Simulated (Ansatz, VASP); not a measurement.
Given: the input of a run of Ansatz 0.2.0 on Sb.

Contents of input.yaml:

```yaml
crystal:
  lattice:
    - [3.2860533585, 0.0, 0.0]
    - [-1.6430266792, 2.8458056866, 0.0]
    - [0.0, 0.0, 5.3584933852]
  atoms:
    - { symbol: Sb, position: [0.6666666667, 0.3333333333, 0.75] }
    - { symbol: Sb, position: [0.3333333333, 0.6666666667, 0.25] }
hamiltonian:
  xc: pbe
  pseudopotentials: { kind: paw }
kpoints:
  mp_grid: { grid: [9, 9, 5] }
scf:
  occupations: { method: fermi_dirac, width: 0.05 }
output:
  forces: true
  stress: true
  eigenvalues: true
```

Potentials or basis: Ansatz PAW.

Run with:

```console
$ ansatz run input.yaml --threads 2 --pin off --max-ram 5120MiB --backend cpu --events-out ev --progress --plain --runs-dir out
```

Q: Translate it to VASP 6.6.1. Potentials there: VASP PAW PBE potentials, release 64 (Sb).

A: As run (the cutoff follows the program's own potentials):

Contents of INCAR:

```
SYSTEM = Sb
ALGO = Normal
EDIFF = 1E-7
ENCUT = 520
GGA = PE
ISIF = 2
ISMEAR = -1
LASPH = .True.
LCHARG = .False.
LREAL = .False.
LWAVE = .False.
NBANDS = 12
NELM = 80
PREC = Accurate
SIGMA = 0.05
```

The input KPOINTS:

```
k-points
0
Gamma
  9 9 5
  0 0 0
```

POSCAR

```
Sb
1.0
    3.2860533585      0.0000000000      0.0000000000
   -1.6430266792      2.8458056866      0.0000000000
    0.0000000000      0.0000000000      5.3584933852
Sb
2
Direct
    0.6666666667      0.3333333333      0.7500000000
    0.3333333333      0.6666666667      0.2500000000
```

Potentials or basis: VASP PAW PBE potentials, release 64 (Sb).

Run with:

```bash
$ cat potpaw_PBE.64/Sb/POTCAR > POTCAR
$ mpirun -np 1 vasp_std > vasp.out
```

Both were run:

|  | VASP | Ansatz | Ansatz less VASP |
| --- | --- | --- | --- |
| gap on the k mesh at the Fermi level (eV) | none | none | - |
| pressure (GPa) | 5.9 | 6.1 | +0.14 |

A gap of «none» marks a metal or a gap that the smearing closes. With one functional, cell and mesh, what is left measures potentials, basis and numerics. The two sets of potentials don't hold the same shells in valence.

Spin-orbit coupling is left out, which matters for the levels of Sb.
